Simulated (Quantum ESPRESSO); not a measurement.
Quick settings and what they miss: AlSb (F-43m, 2 atoms in the cell)

Self-consistent single point.

```xyz
2
Lattice="-3.0301 0.0000 3.0301 0.0000 3.0301 3.0301 -3.0301 3.0301 0.0000" Properties=species:S:1:pos:R:3 pbc="T T T"
Al     0.0000     0.0000     0.0000
Sb    -4.5451     4.5451     4.5451
```

Computed with PBE, PseudoDojo standard norm-conserving (PBE) pseudopotentials (plane waves; Quantum ESPRESSO).

Base settings: ecutwfc = 80 Ry; occupations = fixed; potentials = {Al: Al.upf, Sb: Sb.upf}; K_POINTS = automatic 8 8 8 0 0 0; nbnd = 15; conv_thr = 1e-10 Ry; mixing_beta = 0.4.

Tight run (finer mesh or higher cutoff; not a proven limit): ecutwfc: 80 Ry → 112 Ry; conv_thr: 1e-10 Ry → 7.3e-11 Ry; K_POINTS: automatic 8 8 8 0 0 0 → automatic 11 11 11 0 0 0. It gave top of the valence band (on the code's own zero) 6.90 eV; gap on the k-point mesh 1.14 eV; pressure 4.69 GPa.

Quick runs, as changes from the base:
- A: the base itself
- B: ecutwfc: 80 Ry → 56 Ry; occupations: fixed → smearing; nbnd: 15 → default; smearing: default → gauss; degauss: default → 0.036749 Ry
- C: ecutwfc: 80 Ry → 40 Ry; conv_thr: 1e-10 Ry → 7.3e-05 Ry; K_POINTS: automatic 8 8 8 0 0 0 → automatic 8 8 8 1 1 1
- D: ecutwfc: 80 Ry → 85 Ry; conv_thr: 1e-10 Ry → 7.3e-05 Ry; K_POINTS: automatic 8 8 8 0 0 0 → automatic 4 4 4 1 1 1; potentials: PseudoDojo standard norm-conserving (LDA) [LDA (PW92)]
- E: ecutwfc: 80 Ry → 56 Ry; K_POINTS: automatic 8 8 8 0 0 0 → automatic 4 4 4 0 0 0
- F: ecutwfc: 80 Ry → 48 Ry; occupations: fixed → smearing; nbnd: 15 → default; K_POINTS: automatic 8 8 8 0 0 0 → automatic 6 6 6 0 0 0; smearing: default → fd; degauss: default → 0.019992 Ry

Energies are extrapolated to zero smearing width, which holds to low order in the width alone (under cold and Methfessel-Paxton smearing the free energy itself is taken).

Dashes: gap of B, F, no gap found; energy of D, another energy zero.

Gaps are read on each run's own mesh, which may miss the band edges.

† marks runs with another functional, U, potentials or spin treatment: their distance from the tight run is not a convergence error alone.

The count of work is k-points × plane waves × bands × iterations; it is no time. 

The starting cell comes from a database of computed structures (which also holds hypothetical and non-ambient phases and stackings), without a prior relaxation at this level. Its lattice was rescaled by a random factor within 2.5 % of one. Spin-orbit coupling is off. In the base run, with a pressure of about 5 GPa the cell is away from its equilibrium volume at this level.

```
run  energy less tight (meV/atom)  pressure less tight (GPa)  gap on the mesh less tight (eV)  count of work / tight
---  ----------------------------  -------------------------  -------------------------------  ---------------------
A                             1.8                      -0.06                            0.004                   0.31
B                           644.7                     -29.29                                –                   0.16
C                         10963.4                    -247.49                            0.221                   0.11
D†                              –                      -3.28                            0.402                  0.047
E                           711.9                     -29.04                           -0.007                  0.045
F                          3011.3                     -97.87                                –                  0.076
```

Among the runs at the tight run's level, the energy misses run from 1.8 to 10963.4 meV/atom.
